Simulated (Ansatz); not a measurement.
Input for Ansatz (plane-wave DFT, PAW):

```yaml
crystal:
  lattice:
    - [11.1, 0.0, 0.0]
    - [0.0, 9.3, 0.0]
    - [0.0, 0.0, 2.4386172186]
  atoms:
    - { symbol: Li, position: [0.4067331507, 0.5, 0.0], spin: 0.5 }
    - { symbol: Cl, position: [0.5932668493, 0.5, 0.5], spin: 0.5 }
basis:
  ecutwfc: 500
kpoints:
  mp_grid: { grid: [1, 1, 26] }
hamiltonian:
  xc: r2scan
scf:
  occupations: { method: gaussian, width: 0.05 }
output:
  forces: true
  stress: true
  eigenvalues: true
  populations: true
  write_density: true
  write_potential: true
  elf: true
  volumetric_format: npy
magnetization:
  spin_polarized: true
relax:
  adjacent_minimum: "off"
  f_tol: 0.01
  max_steps: 45
  cell: { fix: [a, b, alpha, beta, gamma], stress_tol: 0.03 }
```

Run as
```bash
ansatz run input.yaml --threads 2 --pin off --max-ram 5120MiB --backend cpu --events-out ev --progress --plain --runs-dir out
```

Theory: DFT r2SCAN, scalar-relativistic, plane waves, PAW (Ansatz 0.2.0).

Abridged output (iterations and final results):

```
SCF iter   1: F=—  HF=-1289.383853 eV  |F-HF|=—  |Δ(HF+E_count)|=         —  Δρ=1.78e-2 (↑1.53e-2 ↓1.78e-2) dr2=3.09e0  dr2_τ=1.84e-2  dr2_m=4.77e-1  M=0.231 μB ∫|m|=0.245 μB  β_m=0.30  ethr=3.10e-3  ⟨swp⟩=6.9  Hψ=2292  notcnv=0
spin=Collinear: Resta preconditioning applied to the charge; magnetization (m = ρ↑ − ρ↓) channel mixes plain (no charge-response kernel on spin).
SCF iter   2: F=—  HF=-1289.082559 eV  |F-HF|=—  |Δ(HF+E_count)|=   3.01e-1  Δρ=1.30e-2 (↑1.30e-2 ↓1.11e-2) dr2=6.26e-1  dr2_τ=2.88e-2  dr2_m=2.56e-1  M=0.154 μB ∫|m|=0.176 μB  β_m=0.30  ethr=3.10e-3  ⟨swp⟩=3.0  Hψ=788  notcnv=0  defer=24  κ⁻¹=1.0e0(r=1)
SCF iter   3: F=—  HF=-1289.091508 eV  |F-HF|=—  |Δ(HF+E_count)|=   8.95e-3  Δρ=7.89e-3 (↑7.69e-3 ↓7.89e-3) dr2=9.25e-2  dr2_τ=4.36e-3  dr2_m=1.23e-1  M=0.296 μB ∫|m|=0.304 μB  β_m=0.30  ethr=3.10e-3  ⟨swp⟩=2.8  Hψ=494  notcnv=0  defer=27  κ⁻¹=7.2e-3(r=2)
SCF iter   4: F=—  HF=-1289.148776 eV  |F-HF|=—  |Δ(HF+E_count)|=   5.73e-2  Δρ=5.27e-3 (↑5.27e-3 ↓5.13e-3) dr2=2.11e-2  dr2_τ=1.66e-3  dr2_m=5.83e-2  M=0.315 μB ∫|m|=0.319 μB  β_m=0.30  ethr=9.25e-4  ⟨swp⟩=2.7  Hψ=587  notcnv=0  defer=26  κ⁻¹=5.0e-4(r=3)
SCF iter   5: F=—  HF=-1289.183855 eV  |F-HF|=—  |Δ(HF+E_count)|=   3.51e-2  Δρ=4.30e-3 (↑3.61e-3 ↓4.30e-3) dr2=3.31e-2  dr2_τ=1.12e-3  dr2_m=3.48e-2  M=0.342 μB ∫|m|=0.351 μB  β_m=0.30  ethr=2.11e-4  ⟨swp⟩=3.4  Hψ=560  notcnv=0  defer=26  κ⁻¹=1.9e-4(r=4)
SCF iter   6: F=—  HF=-1289.208064 eV  |F-HF|=—  |Δ(HF+E_count)|=   2.42e-2  Δρ=2.73e-3 (↑2.73e-3 ↓2.68e-3) dr2=6.97e-4  dr2_τ=4.43e-4  dr2_m=1.68e-2  M=0.446 μB ∫|m|=0.449 μB  β_m=0.30  ethr=2.11e-4  ⟨swp⟩=3.3  Hψ=535  notcnv=0  defer=25  κ⁻¹=9.8e-6(r=5)
SCF iter   7: F=—  HF=-1289.228557 eV  |F-HF|=—  |Δ(HF+E_count)|=   2.05e-2  Δρ=2.02e-3 (↑2.02e-3 ↓1.85e-3) dr2=1.85e-3  dr2_τ=2.05e-4  dr2_m=8.60e-3  M=0.462 μB ∫|m|=0.464 μB  β_m=0.30  ethr=6.97e-6  ⟨swp⟩=2.8  Hψ=591  notcnv=0  defer=25  κ⁻¹=4.9e-6(r=6)
SCF iter   8: F=—  HF=-1289.244211 eV  |F-HF|=—  |Δ(HF+E_count)|=   1.57e-2  Δρ=1.44e-3 (↑1.44e-3 ↓1.34e-3) dr2=9.38e-4  dr2_τ=1.05e-4  dr2_m=4.41e-3  M=0.462 μB ∫|m|=0.464 μB  β_m=0.30  ethr=6.97e-6  ⟨swp⟩=2.4  Hψ=532  notcnv=0  defer=25  κ⁻¹=9.2e-7(r=7)
SCF iter   9: F=—  HF=-1289.251089 eV  |F-HF|=—  |Δ(HF+E_count)|=   6.88e-3  Δρ=1.02e-3 (↑1.02e-3 ↓9.62e-4) dr2=3.06e-4  dr2_τ=5.44e-5  dr2_m=2.25e-3  M=0.462 μB ∫|m|=0.463 μB  β_m=1.20  ethr=6.97e-6  ⟨swp⟩=2.1  Hψ=514  notcnv=0  defer=25
Mixer restart at iter 9: flushing history
spin-set hold released at iteration 9 (site moments contracting): the magnetisation degrees of freedom join the quasi-Newton model from the next iteration; the mixer history was flushed
SCF iter  10: F=—  HF=-1289.253999 eV  |F-HF|=—  |Δ(HF+E_count)|=   2.91e-3  Δρ=1.93e-4 (↑1.93e-4 ↓1.82e-4) dr2=1.99e-4  dr2_τ=3.43e-5  dr2_m=5.89e-5  M=0.461 μB ∫|m|=0.463 μB  β_m=1.20  ethr=3.06e-6  ⟨swp⟩=4.4  Hψ=809  notcnv=0  defer=25  κ⁻¹=1.0e0(r=1)
SCF iter  11: F=—  HF=-1289.255825 eV  |F-HF|=—  |Δ(HF+E_count)|=   1.83e-3  Δρ=7.93e-5 (↑6.42e-5 ↓7.93e-5) dr2=1.38e-4  dr2_τ=4.86e-6  dr2_m=3.31e-7  M=0.461 μB ∫|m|=0.463 μB  β_m=1.20  ethr=1.99e-6  ⟨swp⟩=3.7  Hψ=831  notcnv=0  defer=25  κ⁻¹=1.5e-2(r=2)
SCF iter  12: F=—  HF=-1289.257704 eV  |F-HF|=—  |Δ(HF+E_count)|=   1.88e-3  Δρ=4.76e-5 (↑4.16e-5 ↓4.76e-5) dr2=5.05e-5  dr2_τ=9.25e-7  dr2_m=2.87e-7  M=0.461 μB ∫|m|=0.463 μB  β_m=1.20  ethr=1.38e-6  ⟨swp⟩=3.1  Hψ=601  notcnv=0  defer=25  κ⁻¹=7.9e-3(r=3)
SCF iter  13: F=—  HF=-1289.258296 eV  |F-HF|=—  |Δ(HF+E_count)|=   5.92e-4  Δρ=2.08e-5 (↑2.08e-5 ↓1.29e-5) dr2=4.00e-6  dr2_τ=4.45e-8  dr2_m=1.20e-7  M=0.461 μB ∫|m|=0.463 μB  β_m=1.20  ethr=5.05e-7  ⟨swp⟩=3.2  Hψ=656  notcnv=0  defer=25  κ⁻¹=1.4e-3(r=4)
SCF iter  14: F=—  HF=-1289.258353 eV  |F-HF|=—  |Δ(HF+E_count)|=   5.69e-5  Δρ=1.06e-5 (↑1.06e-5 ↓9.84e-6) dr2=1.26e-6  dr2_τ=1.04e-8  dr2_m=7.10e-9  M=0.461 μB ∫|m|=0.463 μB  β_m=1.20  ethr=4.00e-8  ⟨swp⟩=2.6  Hψ=583  notcnv=0  defer=25  κ⁻¹=3.5e-4(r=5)
SCF iter  15: F=—  HF=-1289.258357 eV  |F-HF|=—  |Δ(HF+E_count)|=   3.49e-6  Δρ=4.54e-6 (↑4.54e-6 ↓4.19e-6) dr2=1.96e-7  dr2_τ=1.21e-9  dr2_m=1.92e-9  M=0.461 μB ∫|m|=0.463 μB  β_m=1.20  ethr=1.26e-8  ⟨swp⟩=2.0  Hψ=549  notcnv=0  defer=25  κ⁻¹=3.6e-5(r=6)
SCF iter  16: F=—  HF=-1289.258359 eV  |F-HF|=—  |Δ(HF+E_count)|=   2.51e-6  Δρ=1.58e-6 (↑1.58e-6 ↓1.52e-6) dr2=2.76e-8  dr2_τ=2.13e-10  dr2_m=5.28e-10  M=0.461 μB ∫|m|=0.463 μB  β_m=1.20  ethr=1.00e-9  ⟨swp⟩=16.9  Hψ=2740  notcnv=0  κ⁻¹=7.1e-6(r=7)
SCF iter  17: F=—  HF=-1289.258360 eV  |F-HF|=—  |Δ(HF+E_count)|=   4.09e-7  Δρ=6.58e-7 (↑5.23e-7 ↓6.58e-7) dr2=4.69e-9  dr2_τ=3.49e-11  dr2_m=6.11e-11  M=0.461 μB ∫|m|=0.463 μB  β_m=1.20  ethr=2.76e-10  ⟨swp⟩=11.5  Hψ=2029  notcnv=0  κ⁻¹=6.5e-7(r=8)
SCF iter  18: F=-1289.258360 eV  HF=-1289.258360 eV  |F-HF|=1.52e-8  |Δ(HF+E_count)|=   3.22e-8  Δρ=3.68e-7 (↑3.31e-7 ↓3.68e-7) dr2=1.37e-9  dr2_τ=6.95e-12  dr2_m=3.65e-12  M=0.461 μB ∫|m|=0.463 μB  ethr=4.69e-11  ⟨swp⟩=9.7  Hψ=1811  notcnv=0
SCF 1 converged in 18 iterations: F = -1289.258360 eV  dr2 = 1.37e-9
relax step   1: F+E_penalty+E_count = -1289.25835978 eV  Δ(F+E_penalty+E_count) = +0.000e0 eV  max|allowed force component| = 9.429e-1 eV/Å  Δτ_max = 0.0000 Å  P = +0.901 GPa  Ω = 251.738 Å³  fix = [a, b, alpha, beta, gamma]  reactions: a -1.262, b -0.003 GPa (18 SCF iters, dr2 threshold 1.00e-7 eV, accepted)
Crystal: 2 atoms, lattice volume = 263.998 Å³
Basis set: ecut = 500 eV, 6725 PW (Γ), exchange–correlation on 324×288×72 points (64 copies of the dense FFT grid, shifted against one another)
Initial density: handed on by an earlier stage of this run
Starting moments: Σ|m| = 1 μB on 2 of 2 sites; this step starts from the density that it was given
Initial wavefunctions: those handed on with the density
SCF iter   1: F=—  HF=-1289.530992 eV  |F-HF|=—  |Δ(HF+E_count)|=         —  Δρ=4.35e-3 (↑4.35e-3 ↓3.94e-3) dr2=1.43e-1  dr2_τ=3.01e-2  dr2_m=2.93e-2  M=0.306 μB ∫|m|=0.333 μB  β_m=1.01  ethr=1.43e-3  ⟨swp⟩=1.0  Hψ=2814  notcnv=0
spin=Collinear: Resta preconditioning applied to the charge; magnetization (m = ρ↑ − ρ↓) channel mixes plain (no charge-response kernel on spin).
SCF iter   2: F=—  HF=-1289.667565 eV  |F-HF|=—  |Δ(HF+E_count)|=   1.37e-1  Δρ=1.31e-3 (↑1.21e-3 ↓1.31e-3) dr2=1.68e-2  dr2_τ=7.30e-4  dr2_m=1.20e-3  M=0.384 μB ∫|m|=0.387 μB  β_m=1.20  ethr=1.43e-3  ⟨swp⟩=3.4  Hψ=689  notcnv=0  κ⁻¹=1.0e0(r=1)
SCF iter   3: F=—  HF=-1289.677499 eV  |F-HF|=—  |Δ(HF+E_count)|=   9.93e-3  Δρ=6.24e-4 (↑6.09e-4 ↓6.24e-4) dr2=4.38e-3  dr2_τ=3.50e-5  dr2_m=3.61e-6  M=0.385 μB ∫|m|=0.387 μB  β_m=1.20  ethr=1.68e-4  ⟨swp⟩=3.4  Hψ=682  notcnv=0  defer=4  κ⁻¹=2.4e-2(r=2)
SCF iter   4: F=—  HF=-1289.676566 eV  |F-HF|=—  |Δ(HF+E_count)|=   9.32e-4  Δρ=4.28e-4 (↑4.28e-4 ↓2.99e-4) dr2=1.67e-3  dr2_τ=1.53e-5  dr2_m=6.37e-5  M=0.384 μB ∫|m|=0.386 μB  β_m=1.20  ethr=4.38e-5  ⟨swp⟩=3.4  Hψ=623  notcnv=0  defer=7  κ⁻¹=3.3e-3(r=3)
SCF iter   5: F=—  HF=-1289.676645 eV  |F-HF|=—  |Δ(HF+E_count)|=   7.87e-5  Δρ=2.08e-4 (↑1.96e-4 ↓2.08e-4) dr2=2.99e-4  dr2_τ=2.60e-6  dr2_m=1.62e-5  M=0.385 μB ∫|m|=0.387 μB  β_m=1.20  ethr=1.67e-5  ⟨swp⟩=3.4  Hψ=619  notcnv=0  defer=18  κ⁻¹=1.5e-3(r=4)
   ...
SCF iter   9: F=—  HF=-1291.974699 eV  |F-HF|=—  |Δ(HF+E_count)|=   1.87e-8  Δρ=1.71e-7 (↑1.71e-7 ↓1.56e-7) dr2=6.32e-11  dr2_τ=2.94e-12  dr2_m=8.78e-11  M=0.000 μB ∫|m|=0.000 μB  β_m=0.30  ethr=8.20e-12  ⟨swp⟩=8.6  Hψ=1671  notcnv=0  κ⁻¹=7.8e-9(r=8)
SCF iter  10: F=—  HF=-1291.974699 eV  |F-HF|=—  |Δ(HF+E_count)|=  4.46e-10  Δρ=8.56e-8 (↑7.79e-8 ↓8.56e-8) dr2=1.54e-11  dr2_τ=1.19e-12  dr2_m=2.13e-11  M=0.000 μB ∫|m|=0.000 μB  β_m=0.30  ethr=1.00e-12  ⟨swp⟩=7.0  Hψ=1373  notcnv=0  κ⁻¹=1.7e-8(r=8)
SCF iter  11: F=-1291.974699 eV  HF=-1291.974699 eV  |F-HF|=1.09e-11  |Δ(HF+E_count)|=  1.64e-10  Δρ=2.04e-8 (↑1.87e-8 ↓2.04e-8) dr2=1.45e-12  dr2_τ=1.15e-13  dr2_m=1.20e-12  M=0.000 μB ∫|m|=0.000 μB  ethr=1.00e-12  ⟨swp⟩=6.8  Hψ=1456  notcnv=0
the starting moments were not kept: the SCF closed with an absolute magnetisation of 1.0e-6 μB, where they sum to 1 μB in size (2 sites). That is at most 0.1 of that sum. Measured as dr2_m measures the in/out step, that magnetisation stands 2.0e-13 eV from none, at or under the dr2_threshold of 3.9e-8 eV: it is no larger than a step whose dr2_m would equal this threshold.
SCF 23 converged in 11 iterations: F = -1291.974699 eV  dr2 = 1.45e-12
relax step  23: F+E_penalty+E_count = -1291.97469894 eV  Δ(F+E_penalty+E_count) = -1.643e-3 eV  max|allowed force component| = 2.343e-3 eV/Å  Δτ_max = 0.0244 Å  P = -0.009 GPa  Ω = 449.577 Å³  energy of the carried Pulay correction = -1.151e-4 eV  fix = [a, b, alpha, beta, gamma]  reactions: a +0.000, b +0.001 GPa (11 SCF iters, accepted)
Crystal: 2 atoms, lattice volume = 448.850 Å³
Basis set: ecut = 500 eV, 11395 PW (Γ), exchange–correlation on 324×288×128 points (64 copies of the dense FFT grid, shifted against one another)
SCF iter   1: F=—  HF=-1291.973464 eV  |F-HF|=—  |Δ(HF+E_count)|=         —  Δρ=1.61e-4 (↑1.47e-4 ↓1.61e-4) dr2=3.57e-5  dr2_τ=9.66e-5  dr2_m=9.35e-5  M=0.000 μB ∫|m|=0.003 μB  β_m=0.30  ethr=3.41e-7  ⟨swp⟩=3.2  Hψ=2740  notcnv=0
spin=Collinear: Resta preconditioning applied to the charge; magnetization (m = ρ↑ − ρ↓) channel mixes plain (no charge-response kernel on spin).
SCF iter   2: F=—  HF=-1291.974470 eV  |F-HF|=—  |Δ(HF+E_count)|=   1.01e-3  Δρ=1.24e-4 (↑1.16e-4 ↓1.24e-4) dr2=2.14e-5  dr2_τ=3.14e-6  dr2_m=5.73e-5  M=0.000 μB ∫|m|=0.002 μB  β_m=0.30  ethr=3.41e-7  ⟨swp⟩=2.1  Hψ=562  notcnv=0  κ⁻¹=1.0e0(r=1)
SCF iter   3: F=—  HF=-1291.974672 eV  |F-HF|=—  |Δ(HF+E_count)|=   2.02e-4  Δρ=5.81e-5 (↑5.58e-5 ↓5.81e-5) dr2=2.00e-6  dr2_τ=1.09e-6  dr2_m=1.30e-5  M=0.000 μB ∫|m|=0.001 μB  β_m=0.30  ethr=2.14e-7  ⟨swp⟩=2.0  Hψ=560  notcnv=0  κ⁻¹=2.7e-1(r=2)
SCF iter   4: F=—  HF=-1291.974744 eV  |F-HF|=—  |Δ(HF+E_count)|=   7.21e-5  Δρ=1.75e-5 (↑1.75e-5 ↓1.69e-5) dr2=8.74e-7  dr2_τ=5.21e-8  dr2_m=1.09e-6  M=0.000 μB ∫|m|=0.000 μB  β_m=0.30  ethr=2.00e-8  ⟨swp⟩=2.0  Hψ=560  notcnv=0  κ⁻¹=1.1e-2(r=3)
SCF iter   5: F=—  HF=-1291.974787 eV  |F-HF|=—  |Δ(HF+E_count)|=   4.25e-5  Δρ=4.21e-6 (↑3.69e-6 ↓4.21e-6) dr2=5.95e-8  dr2_τ=1.20e-9  dr2_m=4.10e-8  M=0.000 μB ∫|m|=0.000 μB  β_m=0.30  ethr=8.74e-9  ⟨swp⟩=2.0  Hψ=440  notcnv=0  κ⁻¹=4.9e-4(r=4)
SCF iter   6: F=—  HF=-1291.974787 eV  |F-HF|=—  |Δ(HF+E_count)|=   7.30e-8  Δρ=2.28e-6 (↑1.83e-6 ↓2.28e-6) dr2=2.02e-8  dr2_τ=4.41e-10  dr2_m=9.23e-9  M=0.000 μB ∫|m|=0.000 μB  β_m=0.30  ethr=5.95e-10  ⟨swp⟩=2.0  Hψ=376  notcnv=0  κ⁻¹=1.2e-4(r=5)
SCF iter   7: F=—  HF=-1291.974787 eV  |F-HF|=—  |Δ(HF+E_count)|=   6.63e-8  Δρ=3.37e-7 (↑3.29e-7 ↓3.37e-7) dr2=8.29e-11  dr2_τ=1.69e-11  dr2_m=4.18e-10  M=0.000 μB ∫|m|=0.000 μB  β_m=0.30  ethr=2.02e-10  ⟨swp⟩=2.7  Hψ=428  notcnv=0  κ⁻¹=2.6e-6(r=6)
SCF iter   8: F=—  HF=-1291.974787 eV  |F-HF|=—  |Δ(HF+E_count)|=   3.85e-9  Δρ=2.35e-7 (↑2.35e-7 ↓2.22e-7) dr2=4.77e-11  dr2_τ=6.06e-12  dr2_m=1.98e-10  M=0.000 μB ∫|m|=0.000 μB  β_m=0.30  ethr=1.00e-12  ⟨swp⟩=2.0  Hψ=420  notcnv=0  κ⁻¹=3.4e-7(r=7)
SCF iter   9: F=—  HF=-1291.974787 eV  |F-HF|=—  |Δ(HF+E_count)|=   1.11e-9  Δρ=3.77e-8 (↑3.77e-8 ↓3.69e-8) dr2=3.67e-12  dr2_τ=1.90e-13  dr2_m=4.41e-12  M=0.000 μB ∫|m|=0.000 μB  β_m=0.30  ethr=1.00e-12  ⟨swp⟩=4.2  Hψ=1353  notcnv=0  κ⁻¹=1.4e-8(r=8)
SCF iter  10: F=-1291.974787 eV  HF=-1291.974787 eV  |F-HF|=1.05e-11  |Δ(HF+E_count)|=  2.50e-11  Δρ=2.48e-8 (↑2.48e-8 ↓2.37e-8) dr2=1.38e-12  dr2_τ=8.50e-14  dr2_m=1.88e-12  M=0.000 μB ∫|m|=0.000 μB  ethr=1.00e-12  ⟨swp⟩=5.1  Hψ=916  notcnv=0
the starting moments were not kept: the SCF closed with an absolute magnetisation of 1.1e-6 μB, where they sum to 1 μB in size (2 sites). That is at most 0.1 of that sum. Measured as dr2_m measures the in/out step, that magnetisation stands 1.8e-13 eV from none, at or under the dr2_threshold of 7.2e-12 eV: it is no larger than a step whose dr2_m would equal this threshold.
SCF 24 converged in 10 iterations: F = -1291.974787 eV  dr2 = 1.38e-12
relax step  24: F+E_penalty+E_count = -1291.97478699 eV  Δ(F+E_penalty+E_count) = -8.805e-5 eV  max|allowed force component| = 1.508e-4 eV/Å  Δτ_max = 0.0057 Å  P =  0.000 GPa  Ω = 448.850 Å³  energy of the carried Pulay correction = -1.113e-4 eV  fix = [a, b, alpha, beta, gamma]  reactions: a +0.000, b +0.001 GPa (10 SCF iters, accepted)
SCF iter   1: F=—  HF=-1291.974436 eV  |F-HF|=—  |Δ(HF+E_count)|=         —  Δρ=2.16e-5 (↑2.16e-5 ↓2.16e-5) dr2=3.64e-7  dr2_τ=9.41e-8  dr2_m=1.83e-12  M=0.000 μB ∫|m|=0.000 μB  β_m=0.30  ethr=2.73e-7  ⟨swp⟩=3.4  Hψ=3010  notcnv=0
spin=Collinear: Resta preconditioning applied to the charge; magnetization (m = ρ↑ − ρ↓) channel mixes plain (no charge-response kernel on spin).
SCF iter   2: F=—  HF=-1291.973737 eV  |F-HF|=—  |Δ(HF+E_count)|=   6.99e-4  Δρ=1.53e-5 (↑1.53e-5 ↓1.53e-5) dr2=3.61e-7  dr2_τ=2.35e-6  dr2_m=1.07e-12  M=0.000 μB ∫|m|=0.000 μB  β_m=0.30  ethr=3.64e-9  ⟨swp⟩=3.1  Hψ=642  notcnv=0  κ⁻¹=1.0e0(r=1)
SCF iter   3: F=—  HF=-1291.973841 eV  |F-HF|=—  |Δ(HF+E_count)|=   1.04e-4  Δρ=1.36e-5 (↑1.36e-5 ↓1.36e-5) dr2=2.29e-7  dr2_τ=1.62e-6  dr2_m=8.80e-13  M=0.000 μB ∫|m|=0.000 μB  β_m=0.30  ethr=3.61e-9  ⟨swp⟩=2.0  Hψ=432  notcnv=0  κ⁻¹=5.8e-3(r=2)
SCF iter   4: F=—  HF=-1291.974525 eV  |F-HF|=—  |Δ(HF+E_count)|=   6.84e-4  Δρ=5.24e-6 (↑5.24e-6 ↓5.24e-6) dr2=2.20e-8  dr2_τ=8.87e-8  dr2_m=2.06e-13  M=0.000 μB ∫|m|=0.000 μB  β_m=0.30  ethr=2.29e-9  ⟨swp⟩=2.9  Hψ=634  notcnv=0  κ⁻¹=2.1e-3(r=3)
SCF iter   5: F=—  HF=-1291.974809 eV  |F-HF|=—  |Δ(HF+E_count)|=   2.83e-4  Δρ=1.98e-6 (↑1.98e-6 ↓1.98e-6) dr2=3.04e-8  dr2_τ=7.84e-9  dr2_m=6.61e-14  M=0.000 μB ∫|m|=0.000 μB  β_m=0.30  ethr=2.20e-10  ⟨swp⟩=3.1  Hψ=646  notcnv=0  κ⁻¹=1.6e-3(r=4)
SCF iter   6: F=—  HF=-1291.974849 eV  |F-HF|=—  |Δ(HF+E_count)|=   4.03e-5  Δρ=1.17e-6 (↑1.17e-6 ↓1.17e-6) dr2=1.32e-8  dr2_τ=2.37e-9  dr2_m=3.01e-14  M=0.000 μB ∫|m|=0.000 μB  β_m=0.30  ethr=2.20e-10  ⟨swp⟩=2.0  Hψ=532  notcnv=0  κ⁻¹=1.2e-3(r=5)
SCF iter   7: F=—  HF=-1291.974871 eV  |F-HF|=—  |Δ(HF+E_count)|=   2.18e-5  Δρ=6.80e-7 (↑6.80e-7 ↓6.80e-7) dr2=1.39e-9  dr2_τ=9.63e-10  dr2_m=1.14e-14  M=0.000 μB ∫|m|=0.000 μB  β_m=0.30  ethr=1.32e-10  ⟨swp⟩=2.0  Hψ=532  notcnv=0  κ⁻¹=7.6e-5(r=6)
SCF iter   8: F=—  HF=-1291.974885 eV  |F-HF|=—  |Δ(HF+E_count)|=   1.40e-5  Δρ=3.29e-7 (↑3.29e-7 ↓3.29e-7) dr2=5.53e-10  dr2_τ=2.00e-10  dr2_m=3.39e-15  M=0.000 μB ∫|m|=0.000 μB  β_m=0.30  ethr=1.39e-11  ⟨swp⟩=3.5  Hψ=658  notcnv=0  κ⁻¹=6.1e-5(r=7)
SCF iter   9: F=—  HF=-1291.974896 eV  |F-HF|=—  |Δ(HF+E_count)|=   1.16e-5  Δρ=6.21e-8 (↑6.19e-8 ↓6.21e-8) dr2=2.80e-11  dr2_τ=7.19e-12  dr2_m=4.44e-16  M=0.000 μB ∫|m|=0.000 μB  β_m=0.30  ethr=5.53e-12  ⟨swp⟩=3.3  Hψ=660  notcnv=0  κ⁻¹=2.9e-6(r=8)
SCF iter  10: F=—  HF=-1291.974896 eV  |F-HF|=—  |Δ(HF+E_count)|=   6.46e-8  Δρ=2.75e-8 (↑2.75e-8 ↓2.74e-8) dr2=1.58e-11  dr2_τ=6.78e-13  dr2_m=2.13e-16  M=0.000 μB ∫|m|=0.000 μB  β_m=0.30  ethr=1.00e-12  ⟨swp⟩=2.0  Hψ=392  notcnv=0  κ⁻¹=3.6e-6(r=8)
SCF iter  11: F=-1291.974896 eV  HF=-1291.974896 eV  |F-HF|=1.39e-10  |Δ(HF+E_count)|=   4.24e-9  Δρ=9.37e-9 (↑9.34e-9 ↓9.37e-9) dr2=1.31e-12  dr2_τ=3.92e-14  dr2_m=6.81e-17  M=0.000 μB ∫|m|=0.000 μB  β_m=0.30  ethr=1.00e-12  ⟨swp⟩=6.2  Hψ=1582  notcnv=0  κ⁻¹=1.0e-6(r=8)
SCF iter  12: F=-1291.974896 eV  HF=-1291.974896 eV  |F-HF|=7.14e-11  |Δ(HF+E_count)|=  6.07e-11  Δρ=2.99e-9 (↑2.99e-9 ↓2.99e-9) dr2=1.24e-13  dr2_τ=2.04e-15  dr2_m=1.25e-17  M=0.000 μB ∫|m|=0.000 μB  ethr=1.00e-12  ⟨swp⟩=5.2  Hψ=1350  notcnv=0
the starting moments were not kept: the SCF closed with an absolute magnetisation of 4.3e-9 μB, where they sum to 1 μB in size (2 sites). That is at most 0.1 of that sum. Measured as dr2_m measures the in/out step, that magnetisation stands 3.2e-18 eV from none, at or under the dr2_threshold of 7.2e-12 eV: it is no larger than a step whose dr2_m would equal this threshold.
SCF 25 converged in 12 iterations: F = -1291.974896 eV  dr2 = 1.24e-13
WARN: The output density's exchange-correlation potential varies sharply where the density is thin. Do not read a vacuum level from v_tot or v_xc, or from such a field of the output density. On a cell that repeats whose density bears no net charge and no dipole along the vacuum's axis use v_es (v_loc + v_h of the components); under efield.dipole_correction with no amplitude use v_es + v_field, which holds any external_charges[].barrier, or the levels of the report's work_function block, which leave it out; under a non-zero efield.amplitude the vacuum is tilted and has no level; on a cell that repeats and bears such a dipole with no correction it is tilted too, and efield.dipole_correction wi ...
SCF converged after 12 iterations
Stability not checked: this state was not tested for a lower state beside it, because the mixer in use, unlike msr1, does not test its closes by its own steps (another_mixer; see scf.mixing.algorithm and scf.lower_state_search)
an eigenvalue changed by more than its tolerance at an iteration that met the thresholds in force, so the SCF went on 1 time: the last check found none over its tolerance
Magnetization: 0.0000 μB (5.0000 up, 5.0000 down)
Absolute magnetization: 0.0000 μB (∫|ρ↑−ρ↓|, with the PAW one-centre terms)
Spin contamination: 0.0000 ħ² per cell (⟨S²⟩ above its minimum at these occupations)
Per-site moments (μB) at R_I (Å): [(0.0, 0.89678617), (-1.61505755e-9, 0.89678617)]
Free energy (F): -1291.974896 eV
Harris-Foulkes:  -1291.974896 eV  (|F-HF|=7.14e-11)
Internal energy: -1291.974896 eV  (E = F + TS)
E sigma→0 (E₀):  -1291.974896 eV
Fermi energy:    -3.426562 eV
--- Per-component energies (eV) ---
  E_band       = -185.277805
  E_kinetic    = 182.917130
  E_local      = -1133.128459  (includes V_loc(G=0)·N_el)
  E_nonlocal   = -4.891817
  E_hartree    = 461.498189
  E_xc         = -114.584415
  E_vxc        = -150.670401  (∫ρ·V_xc dr)
  E_paw        = -688.540405  (= ΣΔE_a)
  E_vpaw       = -11.450314  (= ΣTr[D̂ρ^β])
  E_aug_tail   = -0.000067  (compensation charges beyond the density's cutoff)
  E_vtau       = 8.949749  (kinetic-family band-sum trace: ∫τ·v_τ [+ j·A + Jᵃ·Aᵃ] dr)
  E_ewald      = 4.891355
  E_core_change = -0.136407  (= ΣΔE_core)
  E_smearing   =  0.000000  (= −TS)
--- Forces (eV/Å), atoms counted from 1 ---
  atom   1  Li    -0.00015092     0.00000000     0.00000000
  atom   2  Cl     0.00015120     0.00000000     0.00000000
--- Stress (GPa, compression-positive) ---
        0.000112       0.000000       0.000000
        0.000000       0.001392       0.000000
        0.000000       0.000000      -0.002112
  P = ⅓ Tr σ = -0.0002 GPa (-0.002 kbar)
--- Band table (eV; the first three rows and the last of 28) ---
  k-point 0 ↑: bands = ["-51.6380", "-19.3230", "-8.0066", "-6.9485", "-6.9482", "-0.0735", "1.3762", "1.4153", "1.8098", "1.8730"]
  k-point 1 ↑: bands = ["-51.6380", "-19.3238", "-8.0040", "-6.9462", "-6.9459", "-0.0595", "1.3825", "1.4281", "1.8126", "1.8854"]
  k-point 2 ↑: bands = ["-51.6380", "-19.3263", "-7.9965", "-6.9393", "-6.9390", "-0.0176", "1.4011", "1.4663", "1.8201", "1.9229"]
  k-point 13 ↓: bands = ["-51.6377", "-19.3804", "-7.8312", "-6.7800", "-6.7798", "1.4652", "1.5180", "1.9891", "2.2447", "3.4547"]
--- Relaxed structure (23 steps of the walk, 22 accepted, 2 SCFs on fresh bases) ---
  F+E_penalty+E_count = -1291.97489633 eV   max|allowed force component| = 1.511e-4 eV/Å   (the final SCF, on the basis selected at the relaxed cell)
  cell:  # Å, volume = 448.8496 Å³
    - [11.1, -3.88918390e-110, 0.0]
    - [-3.25850543e-110, 9.3, 0.0]
    - [0.0, 0.0, 4.34805384]
  atoms:
    - { symbol: Li, position: [0.50003841, 0.5, 0.0] }
    - { symbol: Cl, position: [0.49996158, 0.5, 0.5] }
--- Löwdin populations: 2 sites ---
  site symbol q [e]    m [muB]
     0     Li      2.1829     0.0000
     1     Cl      7.7661     0.0000
  spilling = 0.005095 (of n_electrons = 10.000000)
```

The relaxation met its thresholds.

The run took 13 min on 2 threads of Intel(R) Xeon(R) Platinum 8259CL CPU @ 2.50GHz (Skylake/Cascade Lake), with other jobs on the host, peak memory 1.5 GiB.